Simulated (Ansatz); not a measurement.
## TiAl: a vibration from a frozen displacement

The calculation used DFT PBE, scalar-relativistic, plane waves, PAW in Ansatz 0.2.0. Cutoff 420 eV, Γ-centred 16×16×12 k-points, Gaussian smearing of 0.15 eV. No spin polarisation. Energies are free energies at this smearing, counted from the undisturbed cell; pressure is positive in compression.

The undisturbed cell (as given, not relaxed at this level; it stands at -0.7 GPa, and it needn't be the usual structure):

```yaml
crystal:
  lattice:
    - [2.83730, 0.00000, 0.00000]
    - [0.00000, 2.83730, 0.00000]
    - [0.00000, 0.00000, 4.05910]
  atoms:
    - { symbol: Ti, position: [0.00000, 0.00000, 0.00000] }
    - { symbol: Al, position: [0.50000, 0.50000, 0.50000] }
```

Every Ti atom is moved by x along the Cartesian unit vector (-0.707, -0.707, 0.000); the cell and all other atoms stay fixed. The cell's volume is 32.68 Å³; the moved atoms weigh 47.867 u together and the others 26.982 u. Some rows repeat others by symmetry and weren't run.

| x (Å) | ΔE (meV/cell) | total force on the moved atoms along the move (eV/Å) | pressure (GPa) |
| --- | --- | --- | --- |
| -0.2000 | 87.65 | 0.8823 | 0.2821 |
| -0.1750 | 67.00 | 0.7698 | 0.0517 |
| -0.1500 | 49.16 | 0.6580 | -0.1484 |
| -0.1250 | 34.10 | 0.5470 | -0.3178 |
| -0.1000 | 21.80 | 0.4369 | -0.4566 |
| -0.0750 | 12.25 | 0.3271 | -0.5646 |
| -0.0500 | 5.44 | 0.2178 | -0.6418 |
| -0.0250 | 1.36 | 0.1089 | -0.6881 |
| 0.0000 | 0.00 | 0.0000 | -0.7036 |
| 0.0250 | 1.36 | -0.1089 | -0.6881 |
| 0.0500 | 5.44 | -0.2178 | -0.6418 |
| 0.0750 | 12.25 | -0.3271 | -0.5646 |
| 0.1000 | 21.80 | -0.4369 | -0.4566 |
| 0.1250 | 34.10 | -0.5470 | -0.3178 |
| 0.1500 | 49.16 | -0.6580 | -0.1484 |
| 0.1750 | 67.00 | -0.7698 | 0.0517 |
| 0.2000 | 87.65 | -0.8823 | 0.2821 |

Q: What frequency belongs to this motion?

A: The force constant is k = −dF/dx = 4.356 eV/Å², from the parabola through x = -0.0250, 0 and 0.0250. In every cell the moved atoms swing against the rest, so the mass is μ = m₁m₂/(m₁ + m₂) = 17.255 u, and ν̃ = 521.5 cm⁻¹ × √(|k|/μ) = 262 cm⁻¹. To first order in x, and within 1 %, the force on every atom lies along the move and, within each of the two groups, in proportion to the atom's mass, so this is itself a mode at the zone centre of this cell.

Q: How far does the harmonic law reach?

A: At x = -0.200 Å, kx²/2 = 87.12 meV against the computed 87.65 meV (+0.6 %): the well is still close to harmonic there.

Q: The pressure changes with x². What does that say about the frequency under compression?

A: With E = k(V)x²/2, k ∝ V^(−2γ) and x scaling with the cell as V^(1/3), P − P0 = −∂E/∂V = (2γ − 2/3) ΔE/V. At x = 0.0500 Å, V(P − P0) = 32.68 × 0.06179 / 160.2 eV = 12.60 meV and ΔE = 5.44 meV, so γ = 1/3 + V(P − P0)/(2ΔE) = 1.49. This is the Grüneisen parameter of the motion under uniform scaling of the cell: shrinking the cell evenly by 1 % in volume raises the frequency by about 1.49 %.

In a metal these slopes depend on the k mesh and the smearing.